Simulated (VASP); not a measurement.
Here is a VASP 6.6.1 calculation.

INCAR

```
SYSTEM = Te2Mo
ALGO = Normal
EDIFF = 1E-6
EDIFFG = -0.005
ENCUT = 600
GGA = PE
IBRION = 2
ISIF = 3
ISMEAR = -1
LASPH = .TRUE.
LCHARG = .FALSE.
LREAL = .FALSE.
LWAVE = .FALSE.
NELM = 100
NSW = 80
PREC = Accurate
SIGMA = 0.02
```

Contents of KPOINTS:

```
k-points
0
G
  6 6 6
  0 0 0
```

File POSCAR:

```
Te2Mo
1.0
    0.0000000000      3.7269438355      3.7269438355
    3.7269438355      0.0000000000      3.7269438355
    3.7269438355      3.7269438355      0.0000000000
Mo Te
1 2
Direct
    0.0000000000      0.0000000000      0.0000000000
    0.2500000000      0.2500000000      0.2500000000
    0.7500000000      0.7500000000      0.7500000000
```

Potentials or basis: VASP PAW PBE potentials, release 64 (Mo_sv, Te).

Run with:

```console
$ cat potpaw_PBE.64/Mo_sv/POTCAR potpaw_PBE.64/Te/POTCAR > POTCAR
$ mpirun -np 1 vasp_std > vasp.out
```

**Question.** What does it give for the space group after relaxing (to 0.05 Å)?

**Answer.** Fm-3m (No. 225).

**Question.** Predict the relaxed volume.

**Answer.** 24.46 Å³/atom.

**Question.** Predict the band gap on the k mesh.

**Answer.** None (metal or under the smearing width).

The path:
| step | energy change (eV) | largest force (eV/Å) | pressure (GPa) | volume (Å³) |
| --- | --- | --- | --- | --- |
| 1 | 0.0000 | 0.0000 | -13.53 | 103.54 |
| 2 | -1.5191 | 0.0000 | 13.37 | 65.72 |
| 3 | -1.8083 | 0.0000 | -0.31 | 73.62 |
| 4 | -1.8082 | 0.0000 | 0.37 | 73.09 |
| 5 | -1.8082 | 0.0000 | -0.37 | 73.66 |
| 6 | -1.8085 | 0.0000 | 0.01 | 73.37 |

Caveat: the volume moved by over 15 % at a fixed basis, so the end points are rough. The run has no spin-orbit coupling, so splittings on Te are missing.
